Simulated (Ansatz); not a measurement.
# BAs (Pm-3m) in Ansatz: notebook

One crystal, BAs, is run at these levels: LDA, PBE, PBEsol, RPBE, revPBE; tasks: relaxation of cell and atoms.

All numbers are computed with Ansatz 0.2.0; they aren't measurements. Logs are shortened: lines on timing, memory, paths and dates and some standing lists are left out, and cuts for length are marked.

### Step 1. Starting point

The structure is cubic, space group Pm-3m (No. 221). Conventional cell: a = 2.934 Å, b = 2.934 Å, c = 2.934 Å, α = 90.00°, β = 90.00°, γ = 90.00°. B (site symmetry m-3m) is surrounded by 8 As at 2.54 Å. As (site symmetry m-3m) has 8 B at 2.54 Å as nearest neighbours.

The cell was built by a generator and needn't be a form met in nature.

### Step 2. Relaxation of cell and atoms, LDA

The input, input.yaml:

```yaml
crystal:
  lattice:
    - [2.93437, 0.0, 0.0]
    - [0.0, 2.93437, 0.0]
    - [0.0, 0.0, 2.93437]
  atoms:
    - { symbol: B, position: [0.5, 0.5, 0.5] }
    - { symbol: As, position: [0.0, 0.0, 0.0] }
hamiltonian:
  xc: lda
  pseudopotentials: { kind: paw }
kpoints:
  mp_grid: { grid: [9, 9, 9] }
scf:
  occupations: { method: fermi_dirac, width: 0.05 }
output:
  forces: true
  stress: true
  eigenvalues: true
relax:
  f_tol: 0.01
  max_steps: 40
  cell: { stress_tol: 0.05 }
```

Potentials or basis: Ansatz PAW.

Command:

```
$ ansatz run input.yaml --threads 2 --pin off --max-ram 5632MiB --backend cpu --events-out ev --progress --plain --runs-dir out
```

Output:

```text
Warning: RAYON_NUM_THREADS=2 ignored (pool sized by the plan → 2); use --threads N
Engine: ansatz 0.2.0, aarch64-unknown-linux-gnu
Pseudopotentials: kind: paw
Pseudopotential: B, paw, valence charge 3, recommended cutoff 420 eV (normal), B.paw.azcp
Pseudopotential: As, paw, valence charge 15, recommended cutoff 420 eV (normal), As.paw.azcp
Functional definition: SPW92
  exchange = slater_x
  correlation = pw_c
Crystal: 2 atoms, lattice volume = 25.266 Å³
Basis set: ecut = 420 eV, 485 PW (Γ)
Bands: 13, of which v1, the nominal top of the filled ones, is band 9 counted from 1 (8 counted from 0)
Symmetry: 48 space group operations
Space group: Pm-3m (ITA 221), of the structure as read, at distance tolerance 2.9e-5 Å
k-points: 35 of 729
Non-local potential: B, projectors of the file, l = 0: 2, l = 1: 2, l = 2: 1
Non-local potential: As, projectors of the file, l = 0: 2, l = 1: 2, l = 2: 3, l = 3: 1
PAW form: soft (Blöchl's): semilocal exchange-correlation on the pseudo side does not see the compensation charge
PAW frozen core: B, regenerated for the run's functional, and the local potential with it (the file was generated under x = pbe(κ = 0.804, μ = 0.2195149727645171), c = pbe(β = 0.06672455060314922))
PAW frozen core: As, regenerated for the run's functional, and the local potential with it (the file was generated under x = pbe(κ = 0.804, μ = 0.2195149727645171), c = pbe(β = 0.06672455060314922))
PAW one-centre angular grid: B, 110 points (default); XC on 64 Gauss nodes
PAW one-centre angular grid: As, 590 points (default); XC on 64 Gauss nodes
Initial density: superposition of atomic densities (neutral atoms: chi_scale 0, normalization atom), corrected by the library's trained network
Initial wavefunctions: pseudopotential atomic-orbital guess
Functional: x = slater, c = lda
SCF iter   1: F=—  HF=-4920.398333 eV  |F-HF|=—  |Δ(HF+E_count)|=         —  Δρ=8.47e-3  dr2=2.52e-2  ethr=1.77e-3  ⟨swp⟩=5.0  Hψ=5223  notcnv=0  defer=5
automatic band count: the SCF goes on with 17 bands, as 13 were too few: the levels above may hold too much charge
preconditioner: auto → none  [metal: Δε(μ)=0.031 eV  Ē_g=15.613 eV  σ=0.050 eV  W_gap=0.15  n_scr=6 (ndim 8)  ℏωp=20.9 eV  f_vac=0.000  D(μ)=1.44/eV (n_scr^D=18)  sad-step TF]
SCF iter   2: F=—  HF=-4920.394202 eV  |F-HF|=—  |Δ(HF+E_count)|=   4.13e-3  Δρ=5.86e-3  dr2=1.37e-2  ethr=1.40e-4  ⟨swp⟩=1.1  Hψ=878  notcnv=0  defer=10
SCF iter   3: F=—  HF=-4920.389795 eV  |F-HF|=—  |Δ(HF+E_count)|=   4.41e-3  Δρ=7.97e-4  dr2=1.45e-4  ethr=7.60e-5  ⟨swp⟩=2.2  Hψ=730  notcnv=0  defer=10
SCF iter   4: F=—  HF=-4920.389773 eV  |F-HF|=—  |Δ(HF+E_count)|=   2.20e-5  Δρ=2.36e-4  dr2=1.68e-5  ethr=8.07e-7  ⟨swp⟩=2.0  Hψ=860  notcnv=0  defer=10
SCF iter   5: F=—  HF=-4920.389743 eV  |F-HF|=—  |Δ(HF+E_count)|=   3.00e-5  Δρ=7.44e-5  dr2=1.16e-6  ethr=9.34e-8  ⟨swp⟩=2.0  Hψ=812  notcnv=0  defer=11
SCF iter   6: F=-4920.389742 eV  HF=-4920.389742 eV  |F-HF|=2.73e-11  |Δ(HF+E_count)|=   1.64e-6  Δρ=5.65e-6  dr2=2.99e-9  ethr=5.56e-10  ⟨swp⟩=7.3  Hψ=2836  notcnv=0
SCF 1 converged in 6 iterations: F = -4920.389742 eV  dr2 = 2.99e-9
relax step   1: F+E_penalty+E_count = -4920.38974177 eV  Δ(F+E_penalty+E_count) = +0.000e0 eV  max|allowed force component| = 4.848e-31 eV/Å  Δτ_max = 0.0000 Å  P = -5.433 GPa  Ω = 25.266 Å³  (6 SCF iters, dr2 threshold 1.00e-7 eV, accepted)
[... 53 lines left out ...]
SCF iter   6: F=-4920.413043 eV  HF=-4920.413043 eV  |F-HF|=1.82e-12  |Δ(HF+E_count)|=  9.09e-13  Δρ=5.49e-9  dr2=1.48e-15  ethr=1.00e-12  ⟨swp⟩=3.0  Hψ=1760  notcnv=0
SCF 5 converged in 6 iterations: F = -4920.413043 eV  dr2 = 1.48e-15
relax step   5: F+E_penalty+E_count = -4920.41304294 eV  Δ(F+E_penalty+E_count) = +7.425e-4 eV  max|allowed force component| = 2.301e-31 eV/Å  Δτ_max = 0.0000 Å  P = -0.035 GPa  Ω = 23.976 Å³  stress off target by 3.52e-2 GPa  SCF on the basis re-selected at this cell (its energy is not comparable with the rows above)  (6 SCF iters)
basis re-selected at this cell: Δ(F+E_penalty+E_count) = +7.425e-4 eV, ΔP = -0.034 GPa vs the last step (what re-selecting the basis moved, of the pressure what is left beyond the Pulay correction that the steps carried, after the strain that the cell walked since its last selection, with what the two solves' SCF thresholds leave and, on support functions, any second-order correction that the steps lacked; it is no measure of the basis error at this ecutwfc). This SCF's stress stands 3.52e-2 GPa from its target on what of the cell is left free (relax.cell.stress_tol is 5.00e-2 GPa) and its largest allowed force component is 2.30e-31 eV/Å (relax.f_tol is 1.00e-2 eV/Å): within both
SCF converged after 6 iterations
Free energy (F): -4920.413043 eV
Harris-Foulkes:  -4920.413043 eV  (|F-HF|=1.82e-12)
Internal energy: -4920.402373 eV  (E = F + TS)
E sigma→0 (E₀):  -4920.407708 eV
Entropy (-TS):   -0.010670 eV (-5.335 meV/atom)
Fermi energy:    13.111200 eV
--- Per-component energies (eV) ---
  E_band       = -175.330792
  E_kinetic    = 145.919412
  E_local      = -1509.604517  (includes V_loc(G=0)·N_el)
  E_nonlocal   = -650.441024
  E_hartree    = 865.726229
  E_xc         = -110.539569
  E_vxc        = -117.085269  (∫ρ·V_xc dr)
  E_paw        = -1825.641960  (= ΣΔE_a)
  E_vpaw       = 224.428141  (= ΣTr[D̂ρ^β])
  E_aug_tail   = 0.000006  (compensation charges beyond the density's cutoff)
  E_ewald      = -1837.942015
  E_core_change = 2.121064  (= ΣΔE_core)
  E_smearing   = -0.010670  (= −TS)
  E_closure    = 0.000000  (closes the sum)
  Σ components = -4920.413043   (vs F -4920.413043, Δ=0.00e0)
--- Forces (eV/Å), atoms counted from 1 ---
  atom   1  B     -0.00000000    -0.00000000    -0.00000000
  atom   2  As     0.00000000    -0.00000000     0.00000000
  max |Σ_I F_I| component: 5.92e-31 eV/Å
--- Stress (GPa, compression-positive) ---
       -0.035245      -0.000000       0.000000
       -0.000000      -0.035245       0.000000
        0.000000       0.000000      -0.035245
  P = ⅓ Tr σ = -0.0352 GPa (-0.352 kbar)
--- Band table (eV; the first three rows and the last of 35) ---
  k-point 0: bands = ["-23.1763", "-23.1763", "-23.1178", "-23.1178", "-23.1178", "-3.0411", "12.2839", "12.2839", "12.2839", "13.4444", "18.9291", "18.9291", "22.9052", "22.9052", "22.9052", "33.2010", "33.2010"]
  k-point 1: bands = ["-23.1760", "-23.1704", "-23.1195", "-23.1195", "-23.1176", "-2.8390", "10.2871", "12.4927", "12.4927", "14.3536", "19.1368", "20.3619", "22.3717", "22.3717", "22.5831", "32.4705", "32.4705"]
  k-point 2: bands = ["-23.1754", "-23.1555", "-23.1241", "-23.1241", "-23.1172", "-2.2410", "7.5651", "13.1135", "13.1135", "15.0721", "19.7566", "20.9349", "20.9546", "20.9546", "24.3206", "29.6053", "32.0329"]
  k-point 34: bands = ["-23.1488", "-23.1488", "-23.1488", "-23.0990", "-23.0990", "5.3751", "8.8760", "9.5617", "9.5617", "10.9528", "11.7786", "11.7786", "13.2059", "32.9246", "33.2302", "33.2302", "40.5043"]
--- Relaxed structure (4 steps of the walk, 4 accepted, 1 SCFs on fresh bases) ---
  F+E_penalty+E_count = -4920.41304294 eV   max|allowed force component| = 2.301e-31 eV/Å   (the final SCF, on the basis selected at the relaxed cell)
  cell:  # Å, volume = 23.9764 Å³
    - [2.8835527871018782, 1.6811763472880245e-33, 1.925929944387236e-34]
    - [1.6811763472880245e-33, 2.8835527871018782, -1.2839532962581572e-34]
    - [-1.0913603018194335e-33, -1.2839532962581572e-34, 2.8835527871018782]
  atoms:
    - { symbol: B, position: [0.5, 0.5, 0.5] }
    - { symbol: As, position: [3.4184118318513627e-37, 3.4184118318436873e-37, -6.836823663694078e-37] }
```

Run time: 2.5 s. Hardware: 2 threads of Arm Neoverse V2, shared host; peak memory 0.27 GiB.

Results:

```yaml
Free_energy: -4920.4130 eV
Relaxed_volume: 11.99 Å³/atom
Relaxed_cell: a = 2.884 Å, b = 2.884 Å, c = 2.884 Å, α = 90.00°, β = 90.00°, γ = 90.00°
Space_group_after_relaxing_to_0.05_Å: Pm-3m (No. 221)
Energy_gained_by_relaxing: 11.7 meV/atom
Ionic_steps: 5
Pressure_after_relaxing: 0.0 GPa
Band_gap_on_the_k_mesh: none (metal or under the smearing width)
```

Step by step:
| step | energy change (eV) | largest force (eV/Å) | volume (Å³) |
| --- | --- | --- | --- |
| 1 | 0.0000 | 0.0000 | 25.27 |
| 2 | -0.0238 | 0.0000 | 23.82 |
| 3 | -0.0240 | 0.0000 | 23.99 |
| 4 | -0.0240 | 0.0000 | 23.98 |
| 5 | -0.0233 | 0.0000 | 23.98 |

Final structure:
```
CELL_PARAMETERS angstrom
2.88355 0.00000 0.00000
0.00000 2.88355 0.00000
0.00000 0.00000 2.88355
ATOMIC_POSITIONS crystal
B 0.50000 0.50000 0.50000
As 0.00000 0.00000 0.00000
```

Caveat: the plane-wave basis is chosen anew once the cell has moved, so the energies of steps on either side of that aren't comparable; the PAW data sets come from PBE, with cores solved anew for the run's functional, which leaves a small shift of forces and pressure.

### Step 3. Relaxation of cell and atoms, PBE

Changes to input.yaml since step 2:

```diff
@@ -9,3 +9,3 @@
 hamiltonian:
-  xc: lda
+  xc: pbe
   pseudopotentials: { kind: paw }
```

Potentials or basis: Ansatz PAW.

Command:

```
$ ansatz run input.yaml --threads 2 --pin off --max-ram 5632MiB --backend cpu --events-out ev --progress --plain --runs-dir out
```

Run time: 1.7 s. Hardware: 2 threads of Arm Neoverse V2, shared host; peak memory 0.28 GiB.

Results (log left out):

```
Free energy                            : -5009.0197 eV
Relaxed volume                         : 12.68 Å³/atom
Relaxed cell                           : a = 2.938 Å, b = 2.938 Å, c = 2.938 Å, α = 90.00°, β = 90.00°, γ = 90.00°
Space group after relaxing (to 0.05 Å) : Pm-3m (No. 221)
Energy gained by relaxing              : 0.0 meV/atom
Ionic steps                            : 3
Pressure after relaxing                : 0.0 GPa
Band gap on the k mesh                 : none (metal or under the smearing width)
```

Final structure:
```
B As
1.0
     2.93801    0.00000    0.00000
     0.00000    2.93801    0.00000
     0.00000    0.00000    2.93801
B As
1 1
Direct
  0.50000 0.50000 0.50000
  0.00000 0.00000 0.00000
```

Levels at points of the mesh, in eV from the Fermi level:
```tsv
k point	band 6	band 7	band 8	band 9	band 10	band 11	band 12	band 13
(0.00, 0.00, 0.00)	-15.60	-0.72	-0.72	-0.72	-0.16	5.81	5.81	9.40
```

Caveat: the plane-wave basis is chosen anew once the cell has moved, so the energies of steps on either side of that aren't comparable.

### Step 4. Relaxation of cell and atoms, PBEsol

Changes to input.yaml since step 3:

```diff
@@ -9,3 +9,3 @@
 hamiltonian:
-  xc: pbe
+  xc: pbesol
   pseudopotentials: { kind: paw }
```

Command:

```
$ ansatz run input.yaml --threads 2 --pin off --max-ram 5632MiB --backend cpu --events-out ev --progress --plain --runs-dir out
```

Wall time 3.1 s (2 threads of Arm Neoverse V2, shared host); peak memory 0.28 GiB.

Results (log left out):

```
Free energy                            : -4962.8040 eV
Relaxed volume                         : 12.19 Å³/atom
Relaxed cell                           : a = 2.900 Å, b = 2.900 Å, c = 2.900 Å, α = 90.00°, β = 90.00°, γ = 90.00°
Space group after relaxing (to 0.05 Å) : Pm-3m (No. 221)
Energy gained by relaxing              : 5.3 meV/atom
Ionic steps                            : 6
Pressure after relaxing                : 0.0 GPa
Band gap on the k mesh                 : none (metal or under the smearing width)
```

Step by step:
```
step  energy change (eV)  largest force (eV/Å)  volume (Å³)
   1              0.0000                0.0000        25.27
   2             -0.0108                0.0000        24.28
   3             -0.0109                0.0000        24.40
   4             -0.0105                0.0000        24.40
   5             -0.0105                0.0000        24.39
   6             -0.0105                0.0000        24.39
```

Final structure:
```xyz
2
Lattice="2.9000 0.0000 0.0000 0.0000 2.9000 0.0000 0.0000 0.0000 2.9000" Properties=species:S:1:pos:R:3 pbc="T T T"
B     1.4500    1.4500    1.4500
As    0.0000    0.0000    0.0000
```

Levels at points of the mesh, in eV from the Fermi level:
```csv
k point,band 6,band 7,band 8,band 9,band 10,band 11,band 12,band 13
"(0.00, 0.00, 0.00)",-16.01,-0.78,-0.78,-0.78,0.21,5.70,5.70,9.81
```

Caveat: the plane-wave basis is chosen anew once the cell has moved, so the energies of steps on either side of that aren't comparable; the PAW data sets come from PBE, with cores solved anew for the run's functional, which leaves a small shift of forces and pressure.

[end of part 1 of 2]
